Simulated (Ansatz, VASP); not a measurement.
# Fe in VASP and in Ansatz

```xyz
4
Lattice="3.6714 0.0000 0.0000 -1.8357 3.1795 0.0000 0.0000 0.0000 4.2095" Properties=species:S:1:pos:R:3 pbc="T T T"
Fe    0.0000    0.0000    1.0524
Fe    0.0000    0.0000    3.1572
Fe    0.0000    2.1197    3.1572
Fe    1.8357    1.0598    1.0524
```

Alike in both runs: functional r2SCAN; k mesh 15 × 15 × 12; occupations gaussian, width 0.1 eV; no spin polarisation.

Ansatz relaxed the structure, and its values are those at the end. VASP's run is a single point on that final structure, the one shown.

```csv
,VASP,Ansatz
version,VASP 6.6.1,Ansatz 0.2.0
potentials or method,"VASP PAW PBE potentials, release 64 (Fe)","scalar-relativistic, plane waves, PAW"
plane-wave cutoff (eV),520,500
valence electrons in the cell,32,64
```

VASP gave:

- gap on the k mesh at the Fermi level (eV): none
- pressure (GPa): -0.4

**Question.** What did Ansatz give for the same quantities?

**Answer.** gap on the k mesh at the Fermi level (eV): none; pressure (GPa): 0.0.

A gap of «none» marks a metal or a gap that the smearing closes. With one functional, cell and mesh, what is left measures potentials, basis and numerics. The two sets of potentials don't hold the same shells in valence.

Caveats: the PAW data sets were made with another functional, which shifts forces and pressure a little (VASP); the run has no spin polarisation, though such a crystal can be magnetic. Spin polarisation is off, so any magnetic state and its effect on volume and gap are missing.
